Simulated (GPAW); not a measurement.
# Fe2Ge (P6/mmm) in GPAW: equation of state with r2SCAN

Aim: the equation of state of Fe2Ge with r2SCAN.

Everything below comes from runs of GPAW 26.7.0. Logs are shortened: lines on timing, memory, paths and dates and some standing lists are left out, and cuts for length are marked. The log counts tension as positive stress, the text compression.

### Step 1. Starting point

Symmetry: P6/mmm, No. 191, hexagonal system. Conventional cell: a = 4.164 Å, b = 4.164 Å, c = 2.626 Å, α = 90.00°, β = 90.00°, γ = 120.00°. Ge (site symmetry 6/mmm) is surrounded by 2 Ge at 2.63 Å and 12 Fe at 2.74 Å. Around Fe (site symmetry -6m2) lie 5 Fe at 2.40 to 2.63 Å and 6 Ge at 2.74 Å.

The cell comes from a database or a generator and needn't be the stable form of this composition.

### Step 2. Equation of state, r2SCAN, collinear spin, ferromagnetic start

Contents of run.py:

```python
from ase import Atoms
from ase.eos import EquationOfState
from ase.io import Trajectory
from ase.units import GPa
from ase.parallel import parprint
from gpaw import GPAW, PW

atoms = Atoms(['Ge', 'Fe', 'Fe'],
              cell=[[4.1636340796, 0.0, 0.0],
                    [-2.0818170398, 3.605812885, 0.0],
                    [0.0, 0.0, 2.626466]],
              scaled_positions=[[0.0, 0.0, 0.0],
                                [0.3333333333, 0.6666666667, 0.5],
                                [0.6666666667, 0.3333333333, 0.5]],
              pbc=True)
atoms.set_initial_magnetic_moments([0.0, 3.0, 3.0])

traj = Trajectory('eos.traj', 'w')
volumes, energies = [], []
for x in [0.94, 0.96, 0.98, 1.0, 1.02, 1.04, 1.06]:
    a = atoms.copy()
    a.set_cell(atoms.cell * x**(1 / 3), scale_atoms=True)
    calc = GPAW(mode=PW(600),
                xc='MGGA_X_R2SCAN+MGGA_C_R2SCAN',
                kpts={'size': (6, 6, 8), 'gamma': True},
                occupations={'name': 'fermi-dirac', 'width': 0.05},
                nbands=23,
                convergence={'density': 1e-05, 'energy': 1e-05},
                maxiter=150,
                txt=f'eos-{x:.2f}.txt')
    a.calc = calc
    energies.append(a.get_potential_energy(force_consistent=True))
    volumes.append(a.get_volume())
    p = -a.get_stress()[:3].mean() / GPa
    calc.write(f'eos-{x:.2f}.gpw')
    traj.write(a)
    parprint(f'{x:.2f} {volumes[-1]:10.4f} A^3 {energies[-1]:14.6f} eV {p:9.3f} GPa', flush=True)

v0, e0, B = EquationOfState(volumes, energies, eos='birchmurnaghan').fit()
parprint(f'V0 = {v0:.4f} A^3, E0 = {e0:.6f} eV, B0 = {B / GPa:.2f} GPa')
```

Potentials or basis: GPAW PAW data sets (gpaw-data 1.2.1), pw.

On the command line:

```bash
$ OMP_NUM_THREADS=1 mpirun -n 4 gpaw python run.py
```

Output:

```text
__  _  _
 | _ |_)|_||  |
 |__||  | ||/\| - 26.7.0

Input parameters:
  mode=PW(ecut=600.0),
  convergence={'density': 1e-05, 'energy': 1e-05},
  kpts=MonkhorstPack(size=(6, 6, 8), gamma=True),
  maxiter=150,
  nbands=23,
  occupations=Occupations(name='fermi-dirac', width=0.05),
  xc=XC(name='MGGA_X_R2SCAN+MGGA_C_R2SCAN')

Diagonalizing LCAO Hamiltonian
Converting LCAO to pw mode

         Fe  Fe

       Ge

Atoms  # Å, Bohr magnetons
|   | symbol |         x |        y |        z |    initial magnetic moments |
|---|--------|-----------|----------|----------|-----------------------------|
| 0 |     Ge |  0.000000 | 0.000000 | 0.000000 | ( 0.0000,  0.0000,  0.0000) |
| 1 |     Fe | -0.000000 | 2.354803 | 1.286425 | ( 0.0000,  0.0000,  3.0000) |
| 2 |     Fe |  2.039319 | 1.177401 | 1.286425 | ( 0.0000,  0.0000,  3.0000) |

Unit cell  # Å
| periodic |         x |        y |        z |  lengths |     angles |
|----------|-----------|----------|----------|----------|------------|
|      yes |  4.078638 | 0.000000 | 0.000000 | 4.078638 |  90.000000 |
|      yes | -2.039319 | 3.532204 | 0.000000 | 4.078638 |  90.000000 |
|      yes |  0.000000 | 0.000000 | 2.572850 | 2.572850 | 120.000000 |

Number of symmetries: 24
Symmetry operations  # r_c * U_cc + t_c -> r_c
|    | kind |            matrix            |
|----|------|------------------------------|
|  0 |  σ   |  1, 1, 0,  0,-1, 0,  0, 0, 1 |
|  1 |  C2  |  1, 1, 0,  0,-1, 0,  0, 0,-1 |
|  2 |  C6  |  1, 1, 0, -1, 0, 0,  0, 0, 1 |
|  3 |  S6  |  1, 1, 0, -1, 0, 0,  0, 0,-1 |
|  4 |  E   |  1, 0, 0,  0, 1, 0,  0, 0, 1 |
|  5 |  σ   |  1, 0, 0,  0, 1, 0,  0, 0,-1 |
|  6 |  σ   |  1, 0, 0, -1,-1, 0,  0, 0, 1 |
|  7 |  C2  |  1, 0, 0, -1,-1, 0,  0, 0,-1 |
|  8 |  σ   |  0, 1, 0,  1, 0, 0,  0, 0, 1 |
|  9 |  C2  |  0, 1, 0,  1, 0, 0,  0, 0,-1 |
| 10 |  C3  |  0, 1, 0, -1,-1, 0,  0, 0, 1 |
| 11 |  S3  |  0, 1, 0, -1,-1, 0,  0, 0,-1 |
| 12 |  C6  |  0,-1, 0,  1, 1, 0,  0, 0, 1 |
| 13 |  S6  |  0,-1, 0,  1, 1, 0,  0, 0,-1 |
| 14 |  σ   |  0,-1, 0, -1, 0, 0,  0, 0, 1 |
| 15 |  C2  |  0,-1, 0, -1, 0, 0,  0, 0,-1 |
| 16 |  σ   | -1, 0, 0,  1, 1, 0,  0, 0, 1 |
| 17 |  C2  | -1, 0, 0,  1, 1, 0,  0, 0,-1 |
| 18 |  C2  | -1, 0, 0,  0,-1, 0,  0, 0, 1 |
| 19 |  i   | -1, 0, 0,  0,-1, 0,  0, 0,-1 |
| 20 |  C3  | -1,-1, 0,  1, 0, 0,  0, 0, 1 |
| 21 |  S3  | -1,-1, 0,  1, 0, 0,  0, 0,-1 |
| 22 |  σ   | -1,-1, 0,  0, 1, 0,  0, 0, 1 |
| 23 |  C2  | -1,-1, 0,  0, 1, 0,  0, 0,-1 |

BZ-sampling:
  Number of BZ points: 288
  Number of IBZ points: 35

  Monkhorst-Pack size: [6, 6, 8]
  Monkhorst-Pack shift: [0.08333333333333333, 0.08333333333333333, 0.0625]

K-points  # in reciprocal-cell coordinates
|     |                                coordinates |     weight |
|-----|--------------------------------------------|------------|
|   0 | (  0.00000000,   0.00000000,   0.00000000) | 0.00347222 |
|   1 | (  0.00000000,   0.00000000,   0.12500000) | 0.00694444 |
|   2 | (  0.00000000,   0.00000000,   0.25000000) | 0.00694444 |
|   3 | (  0.00000000,   0.00000000,   0.37500000) | 0.00694444 |
|   4 | (  0.00000000,   0.00000000,   0.50000000) | 0.00347222 |
|   5 | (  0.16666667,   0.00000000,   0.00000000) | 0.02083333 |
|   6 | (  0.16666667,   0.00000000,   0.12500000) | 0.04166667 |
|   7 | (  0.16666667,   0.00000000,   0.25000000) | 0.04166667 |
|   8 | (  0.16666667,   0.00000000,   0.37500000) | 0.04166667 |
|   9 | (  0.16666667,   0.00000000,   0.50000000) | 0.02083333 |
| ... |                                            |            |
|  34 | (  0.50000000,   0.50000000,   0.50000000) | 0.01041667 |

Plane wave coefficients: 1270
Cutoff: 600.0 eV

Spin-components: 2 (collinear spins)
Bands:           23
Projectors:      17
Spin-degeneracy: 1
Datatype:        complex128

Parallelization:
  kpt:    4
  domain: 1
  band:   1

Density:
  Valence electrons: 20.0
  Components: 2
  Grid points: [24 24 15]
  Charge: 0.0  # |e|

Potential:
  Grid points: [24 24 15]

species:
  Ge:
    name:    Germanium
    Z:       32.0
    valence: 4
    core:    28
    charge:  0.0  # [|e|]
    compensation charges:
      type: gauss
      rc: 0.32  # [Å]
      lmax: 2
    cutoffs:
      filter: 1.77  # [Å]
      core: 3.42  # [Å]
    projectors
    | kind |    occ | energy [eV] | rcut [Å] |
    |------|--------|-------------|----------|
    |   4s |  2.000 |     -11.726 |    1.005 |
    |   4p |  2.000 |      -3.896 |    1.005 |
    |    s |        |      15.485 |    1.005 |
    |    p |        |      23.315 |    1.005 |
    |    d |        |       0.000 |    1.005 |

    Using partial waves for Ge as LCAO basis

  Fe:
    name:    Iron
    Z:       26.0
    valence: 8
    core:    18
    charge:  0.0  # [|e|]
    compensation charges:
      type: gauss
      rc: 0.33  # [Å]
      lmax: 2
    cutoffs:
      filter: 2.06  # [Å]
      core: 2.67  # [Å]
    projectors
    | kind |    occ | energy [eV] | rcut [Å] |
    |------|--------|-------------|----------|
    |   4s |  2.000 |      -5.291 |    1.164 |
    |   4p |  0.000 |      -1.326 |    1.058 |
    |   3d |  6.000 |      -7.505 |    1.058 |
    |    s |        |      21.920 |    1.164 |
    |    p |        |      25.885 |    1.058 |
    |    d |        |      19.706 |    1.058 |

    Using partial waves for Fe as LCAO basis

Reference energy: -126336.547052  # eV

eigensolver:
  PPCG
  Converge bands: occupied
  niter=2

density mixing:
  MSR1-Mixer
  Pratt-step length: 0.05
  Maximum mixing coefficient: 0.75
  Old densities: 10
  SVD Regularization: 0.005
  Good broyden scale: 1.0
  Trust region scale: 1.0
  Backstep threshold: 4.0
  History deletion threshold: 6.0
  Fourier metric: weight=20.0, sigma=0.015

occupation numbers:
  Fermi-Dirac:
    width: 0.0500  # eV

poisson solver:
  ecut: 4800.0  # eV

xc functional:
  name: MGGA_X_R2SCAN+MGGA_C_R2SCAN with 2 nearest neighbor stencil

convergence criteria:
- Maximum integral of absolute [dens]ity change: 1e-05 electrons / valence electron
- Maximum [total energy] change in last 3 cyles: 1e-05 eV / valence electron
- Maximum integral of absolute [eigenst]ate change: 4e-08 eV^2 / valence electron
maximum number of iterations: 150

SCF iterations
|iter     | |      energy | eigst |  dens |  magmom |
|---------|-|-------------|-------|-------|---------|
|iter:   1| |  -39.182524 | +0.30 |       |  +6.0116|
|iter:   2| |  -39.989264 | -1.03 | -1.00 |  +5.9758|
|iter:   3| |  -41.345501 | -0.91 | -1.00 |  +4.7335|
|iter:   4| |  -40.412542 | -1.25 | -0.84 |  +5.3850|
|iter:   5| |  -40.524040 | -2.14 | -1.47 |  +5.2771|
|iter:   6| |  -40.549188 | -2.83 | -1.76 |  +5.4029|
|iter:   7| |  -40.549786 | -4.01 | -2.25 |  +5.4403|
|iter:   8| |  -40.550824 | -3.47 | -2.42 |  +5.4547|
|iter:   9| |  -40.550895 | -5.20 | -3.08 |  +5.4500|
|iter:  10| |  -40.550896c| -6.13 | -3.68 |  +5.4523|
|iter:  11| |  -40.550894c| -7.16 | -4.12 |  +5.4519|
|iter:  12| |  -40.550894c| -7.61c| -4.65 |  +5.4517|
|iter:  13| |  -40.550894c| -8.24c| -5.29c|  +5.4517|

Converged in 13 steps
Energy contributions relative to reference atoms: (reference = -126336.547052)

Energy contributions:
  Kinetic:          58.686238
  Coulomb:         -47.198690
  Zero:             -0.013403
  External:          0.000000
  Xc:              -52.018760
  Entropy:          -0.012557
  Spinorbit:         0.000000
  ----------------------------
  Free energy:     -40.557172
  Extrapolated:    -40.550894

dipole moment: (-6.623955, -11.473026, -8.356927)  # |e|*Ang

Total magnetic moment: (0.000000, 0.000000, 5.451711)

Local magnetic moments
|        x |        y |        z |
|----------|----------|----------|
| 0.000000 | 0.000000 | 0.041445 |  # Ge   0
| 0.000000 | 0.000000 | 2.675846 |  # Fe   1
| 0.000000 | 0.000000 | 2.675846 |  # Fe   2

Fermi level: 11.365
Eigenvalues  # (at kpt = [0.000, 0.000, 0.000])
| band index |      eig [eV] | occ [0-1] |      eig [eV] | occ [0-1] |
|------------|---------------|-----------|---------------|-----------|
|          0 |        -2.541 |     1.000 |        -2.591 |     1.000 |
|          1 |         5.691 |     1.000 |         6.839 |     1.000 |
|          2 |         5.692 |     1.000 |         6.848 |     1.000 |
|          3 |         6.438 |     1.000 |         8.181 |     1.000 |
|          4 |         7.562 |     1.000 |         9.663 |     1.000 |
|          5 |         7.658 |     1.000 |         9.767 |     1.000 |
[... 9 lines left out ...]
|         15 |        14.131 |     0.000 |        15.589 |     0.000 |
|         16 |        19.024 |     0.000 |        20.348 |     0.000 |
|        ... |               |           |               |           |
|         22 |        33.657 |     0.000 |        34.063 |     0.000 |

No gap
No difference between direct/indirect transitions

Stress tensor  # eV/Ang^3
|         x |         y |         z |
|-----------|-----------|-----------|
| -0.090705 |  0.000000 |  0.000000 |
|  0.000000 | -0.090705 |  0.000000 |
|  0.000000 |  0.000000 | -0.060006 |

# Writing to eos-0.94.gpw (mode='')
```

Run time: 3.1 min. Hardware: 4 MPI ranks of Arm Neoverse V2, shared host; peak memory 0.56 GiB.

Results:

```yaml
Equilibrium_volume: "13.42 Å³/atom (rough: see the caveat)"
Bulk_modulus_at_fixed_shape_and_positions: 133 GPa (rough)
```

Energy against volume, from the lowest point:
```
volume (Å³/atom)  energy (meV/atom)
          12.355              40.04
          12.618              21.82
          12.881               9.64
          13.144               2.54
          13.407               0.00
          13.670               1.79
          13.933               7.71
```

Caveat: the points scatter about the fit; the cell was scaled at fixed shape and fractional positions, which overstates the stiffness of a crystal with free parameters, most of all of layers and chains; the PAW data sets were made with another functional, which shifts forces and pressure a little.
